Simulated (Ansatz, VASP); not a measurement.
## BeSe: VASP beside Ansatz

The input INCAR:

```
SYSTEM = BeSe
PREC = Accurate
ENCUT = 520
EDIFF = 1E-6
ISMEAR = 0
SIGMA = 0.02
LREAL = .FALSE.
LASPH = .TRUE.
NELM = 100
ALGO = Normal
ISIF = 2
LWAVE = .FALSE.
LCHARG = .FALSE.
GGA = PE
NBANDS = 11
```

Contents of KPOINTS:

```
regular mesh
0
G
  8 8 8
  0 0 0
```

Contents of POSCAR:

```
BeSe
1.0
    0.0000000000      2.5304116500      2.5304116500
    2.5304116500      0.0000000000      2.5304116500
    2.5304116500      2.5304116500      0.0000000000
Be Se
1 1
Direct
    0.0000000000      0.0000000000      0.0000000000
    0.7500000000      0.7500000000      0.7500000000
```

Input for Ansatz:

```yaml
crystal:
  lattice:
    - [0.0, 2.53041165, 2.53041165]
    - [2.53041165, 0.0, 2.53041165]
    - [2.53041165, 2.53041165, 0.0]
  atoms:
    - { symbol: Be, position: [0.0, 0.0, 0.0] }
    - { symbol: Se, position: [0.75, 0.75, 0.75] }
basis:
  ecutwfc: 420
kpoints:
  mp_grid: { grid: [8, 8, 8] }
hamiltonian:
  xc: pbe
scf:
  occupations: { method: gaussian, width: 0.02 }
output:
  forces: true
  stress: true
  eigenvalues: true
  populations: true
  write_density: true
  write_potential: true
  elf: true
  volumetric_format: npy
```

Alike in both runs: task single point; functional PBE; k mesh 8 × 8 × 8; occupations gaussian, width 0.02 eV; no spin polarisation.

|  | VASP | Ansatz |
| --- | --- | --- |
| version | VASP 6.6.1 | Ansatz 0.2.0 |
| potentials or method | VASP PAW PBE potentials, release 64 (Be, Se) | scalar-relativistic, plane waves, PAW |
| plane-wave cutoff (eV) | 520 | 420 |
| valence electrons in the cell | 8 | 18 |

Ansatz gave:

| Item | Value |
| --- | --- |
| gap on the k mesh at the Fermi level (eV) | 2.52 |
| least direct gap on the mesh (eV) | 4.74 |
| pressure (GPa) | 5.9 |

Question: What did VASP give for the same quantities?

Answer: gap on the k mesh at the Fermi level (eV): 2.51; least direct gap on the mesh (eV): 4.74; pressure (GPa): 6.1.

The two sets of potentials don't hold the same shells in valence.

A k mesh can miss the band edges.
